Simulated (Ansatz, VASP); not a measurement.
One calculation of SiO, two programs

```
CELL_PARAMETERS angstrom
2.78813 0.00000 0.00000
0.00000 2.78813 0.00000
0.00000 0.00000 2.78813
ATOMIC_POSITIONS crystal
Si 0.00000 0.00000 0.00000
O 0.50000 0.50000 0.50000
```

Change from the starting cell: volume scaled by 0.98.

Alike in both runs: task single point; functional PBE; k mesh 9 × 9 × 9; occupations fermi-dirac, width 0.05 eV; no spin polarisation.

|  | VASP | Ansatz |
| --- | --- | --- |
| version | VASP 6.6.1 | Ansatz 0.2.0 |
| potentials or method | VASP PAW PBE potentials, release 64 (Si, O) | Ansatz PAW |
| plane-wave cutoff (eV) | 520 | 420 |
| valence electrons in the cell | 10 | 10 |

```tsv
	VASP	Ansatz	Ansatz less VASP
gap on the k mesh at the Fermi level (eV)	none	none	-
pressure (GPa)	2.8	2.9	+0.07
```

A gap of «none» marks a metal or a gap that the smearing closes.

Caveats: the pressure holds a Pulay correction of +0.6 GPa for the finite cutoff (Ansatz).
